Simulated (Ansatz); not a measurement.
HfC: a sublattice moved along a line

All numbers below come from Ansatz 0.2.0, DFT PBE, scalar-relativistic, plane waves, PAW. The runs took a 420 eV cutoff, a Γ-centred 18×18×18 mesh and Gaussian smearing (0.15 eV). Spin–orbit coupling is left out, which can shift energies with elements as heavy as these. No spin polarisation. Energies are free energies at this smearing, counted from the undisturbed cell; pressure is positive in compression.

Reference structure (as given, not relaxed at this level; it stands at 0.2 GPa):

```
Hf C
1.0
     0.00000    2.32500    2.32500
     2.32500    0.00000    2.32500
     2.32500    2.32500    0.00000
Hf C
1 1
Direct
  0.50000 0.50000 0.50000
  0.00000 0.00000 0.00000
```

Every C atom is moved by x along the Cartesian unit vector (0.000, 0.000, 1.000); the cell and all other atoms stay fixed. The cell is metallic on the mesh throughout.

| x (Å) | ΔE (meV/cell) |
| --- | --- |
| -0.3000 | 399.3 |
| -0.1500 | 85.3 |
| 0.0000 | 0.0 |
| 0.0375 | 5.4 |
| 0.0750 | 21.5 |
| 0.1125 | 47.9 |
| 0.1875 | 136.3 |
| 0.2250 | 203.8 |
| 0.2625 | 290.5 |

Q: Predict the pressure (GPa) at each point.

A:
```csv
x (Å),pressure (GPa)
-0.3000,9.0
-0.1500,2.2
0.0000,0.2
0.0375,0.3
0.0750,0.7
0.1125,1.3
0.1875,3.4
0.2250,5.0
0.2625,6.8
```